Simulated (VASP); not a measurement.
# Na in VASP: notebook

The runs below take Na through relaxation of the atoms, single point, with PBE+D3(BJ), PBE.

All numbers are computed with VASP 6.6.1; they aren't measurements. Logs are shortened: lines on timing, memory, paths and dates and some standing lists are left out, and cuts for length are marked.

### Step 1. The structure

The cell holds a molecule in a box, 1 atom: a = 10.500 Å, b = 11.000 Å, c = 11.500 Å, α = 90.00°, β = 90.00°, γ = 90.00°.

### Step 2. Relaxation of the atoms, PBE+D3(BJ), collinear spin, ferromagnetic start

Contents of INCAR:

```
SYSTEM = Na
PREC     = Accurate       ! precision mode
ENCUT    = 400            ! plane-wave cutoff, eV
EDIFF    = 1E-6           ! SCF threshold, eV
ISMEAR   = 0              ! smearing method
SIGMA    = 0.01           ! smearing width, eV
LREAL    = .False.        ! projectors in reciprocal space
LASPH    = .True.         ! aspherical terms in the spheres
NELM     = 100            ! most SCF steps
ALGO     = Normal         ! electronic algorithm
ISIF     = 2              ! what is computed and relaxed
LWAVE    = .False.        ! write WAVECAR
LCHARG   = .False.        ! write CHGCAR
ISPIN    = 2              ! spin polarisation
MAGMOM   = 0.5            ! initial moments
LORBIT   = 11             ! projections on sites
NUPDOWN  = 1              ! fixed moment
GGA      = PE             ! functional
IVDW     = 12             ! dispersion correction
IBRION   = 2              ! ionic algorithm
NSW      = 120            ! ionic steps
EDIFFG   = -0.03          ! ionic threshold
ISYM     = 0
```

Contents of KPOINTS:

```
Automatic mesh
0
Gamma
  1 1 1
  0 0 0
```

Contents of POSCAR:

```
Na
1.0
   10.5000000000      0.0000000000      0.0000000000
    0.0000000000     11.0000000000      0.0000000000
    0.0000000000      0.0000000000     11.5000000000
Na
1
Selective dynamics
Direct
    0.5000000000      0.5045454545      0.5000000000  F F F
```

Potentials or basis: VASP PAW PBE potentials, release 64 (Na_pv).

Run with:

```
> cat potpaw_PBE.64/Na_pv/POTCAR > POTCAR
> mpirun -np 1 vasp_gam > vasp.out
```

OUTCAR:

```text
SYSTEM = Na
   PREC = Accurate
   ENCUT = 400
   EDIFF = 1E-6
   ISMEAR = 0
   LREAL = .False.
   LASPH = .True.
   NELM = 100
   ISIF = 2
   ISPIN = 2
   LORBIT = 11
   NUPDOWN = 1
   GGA = PE
   IVDW = 12
   IBRION = 2
   NSW = 120
   EDIFFG = -0.03
   ISYM = 0
 IVDW          = 12

 ion  position               nearest neighbor table
   1  0.500  0.505  0.500-

IMPORTANT INFORMATION: All symmetrisations will be switched off!
NOSYMM: (Re-)initialisation of all symmetry stuff for point group C_1.

----------------------------------------------------------------------------------------

                                     Primitive cell

  volume of cell :    1328.2500

  direct lattice vectors                    reciprocal lattice vectors
    10.500000000  0.000000000  0.000000000     0.095238095  0.000000000  0.000000000
     0.000000000 11.000000000  0.000000000     0.000000000  0.090909091  0.000000000
     0.000000000  0.000000000 11.500000000     0.000000000  0.000000000  0.086956522

  length of vectors
    10.500000000 11.000000000 11.500000000     0.095238095  0.090909091  0.086956522

  position of ions in fractional coordinates (direct lattice)
     0.500000000  0.504545454  0.500000000

  ion indices of the primitive-cell ions
   primitive index   ion index
                 1           1

----------------------------------------------------------------------------------------

 KPOINTS: Automatic mesh

Automatic generation of k-mesh.
 Grid dimensions read from file:
 generate k-points for:    1    1    1

 Generating k-lattice:

  Cartesian coordinates                     Fractional coordinates (reciprocal lattice)
     0.095238095  0.000000000  0.000000000     1.000000000  0.000000000  0.000000000
     0.000000000  0.090909091  0.000000000     0.000000000  1.000000000  0.000000000
     0.000000000  0.000000000  0.086956522     0.000000000  0.000000000  1.000000000

  Length of vectors
     0.095238095  0.090909091  0.086956522

  Shift w.r.t. Gamma in fractional coordinates (k-lattice)
     0.000000000  0.000000000  0.000000000

 Subroutine IBZKPT returns following result:
 ===========================================

 Found      1 irreducible k-points:

 Following reciprocal coordinates:
            Coordinates               Weight
  0.000000  0.000000  0.000000      1.000000
   k-points           NKPTS =      1   k-points in BZ     NKDIM =      1   number of bands    NBANDS=      7
   number of dos      NEDOS =    301   number of ions     NIONS =      1
   total plane-waves  NPLWV = 403200
   dimension x,y,z NGX =    70 NGY =   72 NGZ =   80
   dimension x,y,z NGXF=   140 NGYF=  144 NGZF=  160
   ions per type =               1
   NGX,Y,Z   is equivalent  to a cutoff of  11.08, 10.88, 11.56 a.u.
   NGXF,Y,Z  is equivalent  to a cutoff of  22.17, 21.76, 23.13 a.u.
 SYSTEM =  Na
   PREC   = accura    normal or accurate (medium, high low for compatibility)
   ISTART =      0    job   : 0-new  1-cont  2-samecut
   ICHARG =      2    charge: 1-file 2-atom 10-const
   ISPIN  =      2    spin polarized calculation?
   LNONCOLLINEAR =      F non collinear calculations
   LSORBIT =      F    spin-orbit coupling
   LASPH  =      T    aspherical Exc in radial PAW
   ENCUT  =  400.0 eV  29.40 Ry    5.42 a.u.  17.12 17.94 18.75*2*pi/ulx,y,z
   NELM   =    100;   NELMIN=  2; NELMDL= -5     # of ELM steps
   EDIFF  = 0.1E-05   stopping-criterion for ELM
   LREAL  =      F    real-space projection
   EDIFFG = -.3E-01   stopping-criterion for IOM
   NSW    =    120    number of steps for IOM
   IBRION =      2    ionic relax: 0-MD 1-quasi-New 2-CG
   NFREE  =      1    steps in history (QN), initial steepest desc. (CG)
   ISIF   =      2    stress and relaxation
   ISYM   =      0    0-nonsym 1-usesym 2-fastsym
   POTIM  = 0.5000    time-step for ionic-motion
   TEBEG  =    0.0;   TEEND  =   0.0 temperature during run
   PSTRESS=    0.0 pullay stress
   NELECT =       7.0000    total number of electrons
   NUPDOWN=       1.0000    fix difference up-down
   EMIN   =  10.00;   EMAX   =-10.00  energy-range for DOS
   EFERMI =   0.00;   METHOD = LEGACY
   ISMEAR =     0;   SIGMA  =   0.01  broadening in eV -4-tet -1-fermi 0-gaus
   EFERMI_NEDOS =   21; number of points for ismear=-14 and -15
   IALGO  =     38    algorithm
   IMIX   =      4    mixing-type and parameters
     AMIX     =   0.40;   BMIX     =  1.00
     AMIX_MAG =   1.60;   BMIX_MAG =  1.00
  volume/ion in A,a.u.               =    1328.25      8963.47
  Fermi-wavevector in a.u.,A,eV,Ry     =   0.284892  0.538369  1.104299  0.081164
  Thomas-Fermi vector in A             =   1.138136
   LORBIT       =     11    0 simple, 1 ext, 2 COOP (PROOUT), +10 PAW based schemes
   GGA     = PE    functional components
   LHFCALC =     F    Hartree Fock is set to
   AEXX    =    0.0000 exact exchange contribution
   IVDW    =    12    specifies the selected vdW correction
   LEPSILON=     F    determine dielectric tensor
   LRPA    =     F    only Hartree local field effects (RPA)
 conjugate gradient relaxation of ions
 spin polarized calculation
 Gauss-broadening in eV      SIGMA  =   0.01
  energy-cutoff  :      400.00
  volume of cell :     1328.25
 maximum number of plane-waves:     12033
 NGX is ok and might be reduce to    70
   NGX = 35   NGY = 35   NGZ = 37

 number of electron       6.9999993 magnetization       1.0000014

 Free energy of the ion-electron system (eV)
  ---------------------------------------------------
  ext. energy  EPLUGINS =         0.00000000
  ---------------------------------------------------
  free energy    TOTEN  =        -0.24148938 eV

  energy without entropy =       -0.24148938  energy(sigma->0) =       -0.24148938

 E-fermi : -28.3382     XC(G=0):  -0.6311

 val. band max:       -2.9507198686   @ k =   0.0000   0.0000   0.0000
 cond. band min:      -1.3233059826   @ k =   0.0000   0.0000   0.0000
 fundamental gap:      1.6274138860
 Fermi energy:        -2.8511916147

 spin component 1

 k-point     1 :       0.0000    0.0000    0.0000
  band No.  band energies     occupation
      1     -28.5132      1.00000
      2     -28.5131      1.00000
      3     -28.5130      1.00000
      4      -2.9507      1.00000
      5      -0.7795      0.00000
      6      -0.7515      0.00000
      7      -0.7162      0.00000
 Fermi energy:       -28.3382197715

 spin component 2

 k-point     1 :       0.0000    0.0000    0.0000
  band No.  band energies     occupation
      1     -28.4287      1.00000
      2     -28.4286      1.00000
      3     -28.4284      1.00000
      4      -1.3233      0.00000
      5       0.4019      0.00000
      6       0.9728      0.00000
      7       1.0655      0.00000

------------------------ aborting loop because EDIFF is reached ----------------------------------------

 Edisp (eV)   -0.00268

 E8    (eV) :    -0.0005

  FORCE on cell =-STRESS in cart. coord.  units (eV):
  Direction    XX          YY          ZZ          XY          YZ          ZX
  --------------------------------------------------------------------------------------
  -------------------------------------------------------------------------------------
  Total      -0.10858    -0.08915    -0.07746    -0.00000     0.00000    -0.00000
  in kB      -0.13097    -0.10753    -0.09343    -0.00000     0.00000    -0.00000
  external pressure =       -0.11 kB  Pullay stress =        0.00 kB

 VOLUME and BASIS-vectors are now :
 -----------------------------------------------------------------------------
  energy-cutoff  :      400.00
  volume of cell :     1328.25
      direct lattice vectors                 reciprocal lattice vectors
    10.500000000  0.000000000  0.000000000     0.095238095  0.000000000  0.000000000
     0.000000000 11.000000000  0.000000000     0.000000000  0.090909091  0.000000000
     0.000000000  0.000000000 11.500000000     0.000000000  0.000000000  0.086956522

 POSITION                                       TOTAL-FORCE (eV/Angst)
 -----------------------------------------------------------------------------------
      5.25000      5.55000      5.75000        -0.000000      0.003607      0.000004
 -----------------------------------------------------------------------------------
    total drift:                               -0.000000      0.003607      0.000004

  FREE ENERGIE OF THE ION-ELECTRON SYSTEM (eV)
  ---------------------------------------------------
  free  energy   TOTEN  =        -0.2441713071 eV

  energy  without entropy=       -0.2441713071  energy(sigma->0) =       -0.24417131

 reached required accuracy - stopping structural energy minimisation

 total charge

# of ion       s       p       d       tot
------------------------------------------
    1        0.112   5.940   0.000   6.052

 magnetization (x)

# of ion       s       p       d       tot
------------------------------------------
    1        0.112  -0.001   0.000   0.112
```

Wall time 2 min (1 thread of AMD EPYC 7R13 (Zen 3), shared host); peak memory 0.98 GiB.

Results:

```yaml
Free_energy: -0.2442 eV
Net_moment: 1.00 μB per cell
Site_moments: Na +0.11 μB
Valence_electrons_inside_the_program's_atomic_spheres: Na 6.05
Dispersion_energy_per_atom: -0.003 eV
```

Final structure:
```
Na
1.0
    10.50000    0.00000    0.00000
     0.00000   11.00000    0.00000
     0.00000    0.00000   11.50000
Na
1
Direct
  0.50000 0.50455 0.50000
```

Caveat: the relaxation stopped at its first step, so nothing moved; the total moment is fixed, so each spin has its own Fermi level.

### Step 3. Single point, PBE, collinear spin, ferromagnetic start

Contents of INCAR:

```
ALGO     = Normal         # electronic algorithm
EDIFF    = 1E-6           # SCF threshold, eV
ENCUT    = 400            # plane-wave cutoff, eV
GGA      = PE             # functional
ISIF     = 2              # what is computed and relaxed
ISMEAR   = 0              # smearing method
ISPIN    = 2              # spin polarisation
ISYM     = 0            
LASPH    = True           # aspherical terms in the spheres
LCHARG   = False          # write CHGCAR
LORBIT   = 11             # projections on sites
LREAL    = False          # projectors in reciprocal space
LWAVE    = False          # write WAVECAR
MAGMOM   = 0.5            # initial moments
NBANDS   = 14             # bands
NELM     = 100            # most SCF steps
NUPDOWN  = 1              # fixed moment
PREC     = Accurate       # precision mode
SIGMA    = 0.01           # smearing width, eV
```

Contents of KPOINTS:

```
k-points
0
Gamma
  1 1 1
```

Contents of POSCAR:

```
Na                                      
1.0
   10.5000000000      0.0000000000      0.0000000000
    0.0000000000     11.0000000000      0.0000000000
    0.0000000000      0.0000000000     11.5000000000
  Na            
     1
Selective dynamics
Direct
     0.5000000000000000    0.5045454544999970    0.5000000000000000   F   F   F
```

Potentials or basis: VASP PAW PBE potentials, release 64 (Na_pv).

Run with:

```
> cat potpaw_PBE.64/Na_pv/POTCAR > POTCAR
> mpirun -np 1 vasp_gam > vasp.out
```

OUTCAR:

```text
EDIFF = 1E-6
   ENCUT = 400
   GGA = PE
   ISIF = 2
   ISMEAR = 0
   ISPIN = 2
   ISYM = 0
   LASPH = True
   LORBIT = 11
   LREAL = False
   NELM = 100
   NUPDOWN = 1
   PREC = Accurate

 ion  position               nearest neighbor table
   1  0.500  0.505  0.500-

IMPORTANT INFORMATION: All symmetrisations will be switched off!
[... 169 lines left out ...]
  Direction    XX          YY          ZZ          XY          YZ          ZX
  --------------------------------------------------------------------------------------
  -------------------------------------------------------------------------------------
  Total       -0.1017105     -0.0837064     -0.0730629     -0.0000001      0.0000000     -0.0000000
  in kB       -0.1226864     -0.1009694     -0.0881308     -0.0000002      0.0000000     -0.0000000
  external PRESSURE =      -0.1039289 kB  Pullay stress =       0.0000000 kB

 VOLUME and BASIS-vectors are now :
 -----------------------------------------------------------------------------
  energy-cutoff  :      400.00
  volume of cell :     1328.25
      direct lattice vectors                 reciprocal lattice vectors
    10.500000000  0.000000000  0.000000000     0.095238095  0.000000000  0.000000000
     0.000000000 11.000000000  0.000000000     0.000000000  0.090909091  0.000000000
     0.000000000  0.000000000 11.500000000     0.000000000  0.000000000  0.086956522

 POSITION                                       TOTAL-FORCE (eV/Angst)
 -----------------------------------------------------------------------------------
      5.25000      5.55000      5.75000         0.000000      0.003607      0.000004
 -----------------------------------------------------------------------------------
    total drift:                                0.000000      0.003607      0.000004

  FREE ENERGIE OF THE ION-ELECTRON SYSTEM (eV)
  ---------------------------------------------------
  free  energy   TOTEN  =        -0.2414894050 eV

  energy  without entropy=       -0.2414894050  energy(sigma->0) =       -0.24148940

 total charge

# of ion       s       p       d       tot
------------------------------------------
    1        0.112   5.940   0.000   6.052

 magnetization (x)

# of ion       s       p       d       tot
------------------------------------------
    1        0.112  -0.001   0.000   0.112
```

stdout:

```text
POSCAR found type information on POSCAR Na
 POSCAR found :  1 types and       1 ions
 scaLAPACK will be used
 LDA part: xc-table for (Slater+PW92), standard interpolation
 POSCAR, INCAR and KPOINTS ok, starting setup
 FFT: planning ... GRIDC
 FFT: planning ... GRID_SOFT
 FFT: planning ... GRID
 WAVECAR not read
 entering main loop
```

It took 2.6 min on 1 thread of AMD EPYC 7R13 (Zen 3), shared host; peak memory 0.99 GiB.

What came out:

```
Free energy                                           : -0.2415 eV
Net moment                                            : 1.00 μB per cell
Site moments                                          : Na +0.11 μB
Valence electrons inside the program's atomic spheres : Na 6.05
```

Caveat: the total moment is fixed, so each spin has its own Fermi level.
